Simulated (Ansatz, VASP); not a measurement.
One calculation of SnSe, two programs

The input INCAR:

```
PREC = Accurate
ENCUT = 520
EDIFF = 1E-7
ISMEAR = -1
SIGMA = 0.05
LREAL = F
LASPH = T
NELM = 100
ALGO = Normal
ISIF = 2
LWAVE = F
LCHARG = F
NBANDS = 28
```

The input KPOINTS:

```
Automatic mesh
0
Gamma
  6 6 3
```

The input POSCAR:

```
SnSe
1.0
    4.3417197731      0.0000000000      0.0000000000
    0.0000000000      4.3417197731      0.0000000000
    0.0000000000      0.0000000000     11.1353230860
Sn Se
2 2
Direct
    0.0000000000      0.5000000000      0.6277708900
    0.5000000000      0.0000000000      0.3722291100
    0.0000000000      0.5000000000      0.3839605100
    0.5000000000      0.0000000000      0.6160394900
```

The input input.yaml:

```yaml
crystal:
  lattice:
    - [4.3417197731, 0.0, 0.0]
    - [0.0, 4.3417197731, 0.0]
    - [0.0, 0.0, 11.135323086]
  atoms:
    - { symbol: Sn, position: [0.0, 0.5, 0.62777089] }
    - { symbol: Sn, position: [0.5, 0.0, 0.37222911] }
    - { symbol: Se, position: [0.0, 0.5, 0.38396051] }
    - { symbol: Se, position: [0.5, 0.0, 0.61603949] }
kpoints:
  mp_grid: { grid: [6, 6, 3] }
scf:
  occupations: { method: fermi_dirac, width: 0.05 }
hamiltonian:
  xc: lda
  pseudopotentials: { kind: all_electron, lapw: { basis_error: 0.002 } }
output:
  forces: true
  stress: true
  eigenvalues: true
```

Change from the starting cell: volume scaled by 1.04.

Alike in both runs: task single point; functional LDA; k mesh 6 × 6 × 3; occupations fermi-dirac, width 0.05 eV; no spin polarisation.

|  | VASP | Ansatz |
| --- | --- | --- |
| version | VASP 6.6.1 | Ansatz 0.2.0 |
| potentials or method | VASP PAW LDA potentials, release 64 (Sn_d, Se) | all-electron LAPW, scalar-relativistic |
| plane-wave cutoff (eV) | 520 | see its input |

Ansatz gave:

| Item | Value |
| --- | --- |
| gap on the k mesh at the Fermi level (eV) | 1.50 |
| least direct gap on the mesh (eV) | 1.50 |
| rms of the force components (eV/Å) | 0.221 |

Q: Estimate VASP's values.

A: gap on the k mesh at the Fermi level (eV): 1.49; least direct gap on the mesh (eV): 1.49; rms of the force components (eV/Å): 0.209.

Atom by atom the forces differ by 0.012 eV/Å (rms over components). Ansatz ran all-electron here, so the differences hold the error of VASP's frozen core and of both bases.

Caveats: spin-orbit coupling is left out, which moves the levels of the heavy elements.
